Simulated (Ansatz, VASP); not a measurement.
Given: the input of a run of VASP 6.6.1 on Al.

INCAR

```
SYSTEM = Al
  ALGO = Normal
  EDIFF = 1E-7
  ENCUT = 520
  GGA = PS
  ISIF = 2
  ISMEAR = -1
  LASPH = .True.
  LCHARG = .False.
  LREAL = .False.
  LWAVE = .False.
  NBANDS = 10
  NELM = 60
  PREC = Accurate
  SIGMA = 0.05
```

Contents of KPOINTS:

```
k-points
0
Gamma
  11 11 6
  0 0 0
```

The input POSCAR:

```
Al
1.0
    2.8494655872      0.0000000000      0.0000000000
   -1.4247327935      2.4677095857      0.0000000000
    0.0000000000      0.0000000000      4.9308948445
Al
2
Direct
    0.3333333333      0.6666666667      0.2500000000
    0.6666666667      0.3333333333      0.7500000000
```

Potentials or basis: VASP PAW PBE potentials, release 64 (Al).

Command:

```bash
$ cat potpaw_PBE.64/Al/POTCAR > POTCAR
$ mpirun -np 1 vasp_std > vasp.out
```

Set up the same calculation for Ansatz 0.2.0. Potentials there: Ansatz PAW.

As run (the cutoff follows the program's own potentials):

File input.yaml:

```yaml
crystal:
  lattice:
    - [2.8494655872, 0.0, 0.0]
    - [-1.4247327935, 2.4677095857, 0.0]
    - [0.0, 0.0, 4.9308948445]
  atoms:
    - { symbol: Al, position: [0.3333333333, 0.6666666667, 0.25] }
    - { symbol: Al, position: [0.6666666667, 0.3333333333, 0.75] }
hamiltonian:
  xc: pbesol
  pseudopotentials: { kind: paw }
kpoints:
  mp_grid: { grid: [11, 11, 6] }
scf:
  occupations: { method: fermi_dirac, width: 0.05 }
output:
  forces: true
  stress: true
  eigenvalues: true
```

Potentials or basis: Ansatz PAW.

Run with:

```console
$ ansatz run input.yaml --threads 1 --pin off --max-ram 3584MiB --backend cpu --events-out ev --progress --plain --runs-dir out
```

Both were run:

|  | VASP | Ansatz | Ansatz less VASP |
| --- | --- | --- | --- |
| gap on the k mesh at the Fermi level (eV) | none | none | - |
| pressure (GPa) | -3.9 | -4.0 | -0.04 |
| largest component of the traceless stress (GPa) | 2.49 | 2.48 | -0.013 |

A gap of «none» marks a metal or a gap that the smearing closes.

Caveats: the PAW data sets were made with another functional, which shifts forces and pressure a little (VASP); the PAW data sets come from PBE, with cores solved anew for the run's functional, which leaves a small shift of forces and pressure (Ansatz).
